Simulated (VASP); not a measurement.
## CdTe: single point with r2SCAN

**Experimental background.**

From a printed reference work, data compilation, for a bulk crystal of CdTe at 0 K: band gap 1.607 eV.

Crystal: CdTe.

```xyz
2
Lattice="0.0000 3.2050 3.2050 3.2050 0.0000 3.2050 3.2050 3.2050 0.0000" Properties=species:S:1:pos:R:3 pbc="T T T"
Te    4.8075    4.8075    4.8075
Cd    0.0000    0.0000    0.0000
```

```yaml
Program: VASP 6.6.1
Task: single point
Functional: r2SCAN
Potentials_or_basis: VASP PAW PBE potentials, release 64 (Te, Cd)
Cutoff: 520 eV
k_mesh: 7 × 7 × 7
Occupations: fermi-dirac, width 0.05 eV
Spin: no spin polarisation
```

```
Pressure               : 3.4 GPa
Band gap on the k mesh : 1.38 eV, direct
```

Levels at points of the mesh, in eV from the valence-band top:
```
           k point  band 6  band 7  band 8  band 9  band 10  band 11  band 12  band 13
(0.00, 0.00, 0.00)   -8.37    0.00    0.00    0.00     1.38     5.00     5.00     5.00
```

It took 3.1 min on 1 thread of Intel(R) Xeon(R) Platinum 8375C CPU @ 2.90GHz (Ice Lake), with other jobs on the host, peak memory 0.22 GiB.

A measured gap of CdTe is 1.607 eV (0 K; a printed reference work, data compilation); the calculated 1.38 eV misses it by -0.22 eV. Spin-orbit coupling on Cd, Te is left out. The value is that of r2SCAN, without temperature or zero-point motion.

Caveat: the PAW data sets were made with another functional, which shifts forces and pressure a little; spin-orbit coupling is left out, which moves the levels of the heavy elements.
